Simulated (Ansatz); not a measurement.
# In: pressure against volume

How stiff is In, and at what volume does the pressure vanish? The cell is scaled evenly, atoms carried along, and solved with LAPW, PAW and all-electron datasets made for the crystal.

Computed with Ansatz 0.2.0 (DFT PBE, scalar-relativistic, unless a step's input says otherwise).

**1. The starting structure**

It takes space group I4/mmm (No. 139, tetragonal). Conventional cell: a = 3.252 Å, b = 3.252 Å, c = 4.948 Å, α = 90.00°, β = 90.00°, γ = 90.00°. In (site symmetry 4/mmm) is surrounded by 12 In at 3.25 to 3.38 Å.

Coordinates:

```cif
data_structure
_symmetry_space_group_name_H-M 'P 1'
_symmetry_Int_Tables_number 1
_cell_length_a 3.3777
_cell_length_b 3.3777
_cell_length_c 3.3777
_cell_angle_alpha 122.442
_cell_angle_beta 122.442
_cell_angle_gamma 85.820
_cell_volume 26.17
loop_
_atom_site_label
_atom_site_type_symbol
_atom_site_fract_x
_atom_site_fract_y
_atom_site_fract_z
_atom_site_occupancy
In1 In 0.00000 0.00000 0.00000 1
```

Structure: COD 9017523, as refined from experiment and not relaxed.

**2. Volume × 0.96, LAPW**

Contents of input.yaml:

```yaml
crystal:
  lattice:
    - [-1.6041723059, 1.6041723059, 2.4405141445]
    - [1.6041723059, -1.6041723059, 2.4405141445]
    - [1.6041723059, 1.6041723059, -2.4405141445]
  atoms:
    - { symbol: In, position: [0.0, 0.0, 0.0] }
kpoints:
  mp_grid: { grid: [14, 14, 14] }
scf:
  occupations: { method: fermi_dirac, width: 0.05 }
hamiltonian:
  xc: pbe
  pseudopotentials: { kind: all_electron, lapw: { basis_error: 0.0005 } }
output:
  forces: true
  stress: true
  eigenvalues: true
```

**3. Volume × 0.96, PAW**

input.yaml, as its differences from that of step 2:

```diff
@@ -13,3 +13,3 @@
   xc: pbe
-  pseudopotentials: { kind: all_electron, lapw: { basis_error: 0.0005 } }
+  pseudopotentials: { kind: paw }
 output:
@@ -18 +18,2 @@
   eigenvalues: true
+  efg: { contact_densities: true }
```

**4. Volume × 0.96, crystal datasets**

input.yaml, as its differences from that of step 3:

```diff
@@ -13,3 +13,3 @@
   xc: pbe
-  pseudopotentials: { kind: paw }
+  pseudopotentials: { kind: all_electron, datasets: crystal }
 output:
```

**5. Volume × 0.98, LAPW**

Contents of input.yaml:

```yaml
crystal:
  lattice:
    - [-1.6152359128, 1.6152359128, 2.4573458084]
    - [1.6152359128, -1.6152359128, 2.4573458084]
    - [1.6152359128, 1.6152359128, -2.4573458084]
  atoms:
    - { symbol: In, position: [0.0, 0.0, 0.0] }
kpoints:
  mp_grid: { grid: [14, 14, 14] }
scf:
  occupations: { method: fermi_dirac, width: 0.05 }
hamiltonian:
  xc: pbe
  pseudopotentials: { kind: all_electron, lapw: { basis_error: 0.0005 } }
output:
  forces: true
  stress: true
  eigenvalues: true
```

**6. Volume × 0.98, PAW**

input.yaml, as its differences from that of step 5:

```diff
@@ -13,3 +13,3 @@
   xc: pbe
-  pseudopotentials: { kind: all_electron, lapw: { basis_error: 0.0005 } }
+  pseudopotentials: { kind: paw }
 output:
@@ -18 +18,2 @@
   eigenvalues: true
+  efg: { contact_densities: true }
```

**7. Volume × 1.02, LAPW**

Contents of input.yaml:

```yaml
crystal:
  lattice:
    - [-1.6369195191, 1.6369195191, 2.4903342523]
    - [1.6369195191, -1.6369195191, 2.4903342523]
    - [1.6369195191, 1.6369195191, -2.4903342523]
  atoms:
    - { symbol: In, position: [0.0, 0.0, 0.0] }
kpoints:
  mp_grid: { grid: [14, 14, 14] }
scf:
  occupations: { method: fermi_dirac, width: 0.05 }
hamiltonian:
  xc: pbe
  pseudopotentials: { kind: all_electron, lapw: { basis_error: 0.0005 } }
output:
  forces: true
  stress: true
  eigenvalues: true
```

**8. Volume × 1.02, PAW**

input.yaml, as its differences from that of step 7:

```diff
@@ -13,3 +13,3 @@
   xc: pbe
-  pseudopotentials: { kind: all_electron, lapw: { basis_error: 0.0005 } }
+  pseudopotentials: { kind: paw }
 output:
@@ -18 +18,2 @@
   eigenvalues: true
+  efg: { contact_densities: true }
```

**9. Volume × 1.04, LAPW**

Contents of input.yaml:

```yaml
crystal:
  lattice:
    - [-1.6475491645, 1.6475491645, 2.5065057071]
    - [1.6475491645, -1.6475491645, 2.5065057071]
    - [1.6475491645, 1.6475491645, -2.5065057071]
  atoms:
    - { symbol: In, position: [0.0, 0.0, 0.0] }
kpoints:
  mp_grid: { grid: [14, 14, 14] }
scf:
  occupations: { method: fermi_dirac, width: 0.05 }
hamiltonian:
  xc: pbe
  pseudopotentials: { kind: all_electron, lapw: { basis_error: 0.0005 } }
output:
  forces: true
  stress: true
  eigenvalues: true
```

**10. Volume × 1.04, PAW**

input.yaml, as its differences from that of step 9:

```diff
@@ -13,3 +13,3 @@
   xc: pbe
-  pseudopotentials: { kind: all_electron, lapw: { basis_error: 0.0005 } }
+  pseudopotentials: { kind: paw }
 output:
@@ -18 +18,2 @@
   eigenvalues: true
+  efg: { contact_densities: true }
```

**11. Volume × 1.04, crystal datasets**

input.yaml, as its differences from that of step 10:

```diff
@@ -13,3 +13,3 @@
   xc: pbe
-  pseudopotentials: { kind: paw }
+  pseudopotentials: { kind: all_electron, datasets: crystal }
 output:
```

(Steps that only read results are left out.)

Q: Predict the outcome of this session.

**Answer**, as computed:

```
                        quantity     value
pressure at 25.12 Å³/atom (LAPW)  3.99 GPa
pressure at 27.21 Å³/atom (LAPW)  0.29 GPa
```

What this shows: Over this range the mean stiffness −dP/dlnV is 46 GPa by LAPW; the pressure keeps one sign, so equilibrium lies outside the range. No thermal or zero-point expansion is included.
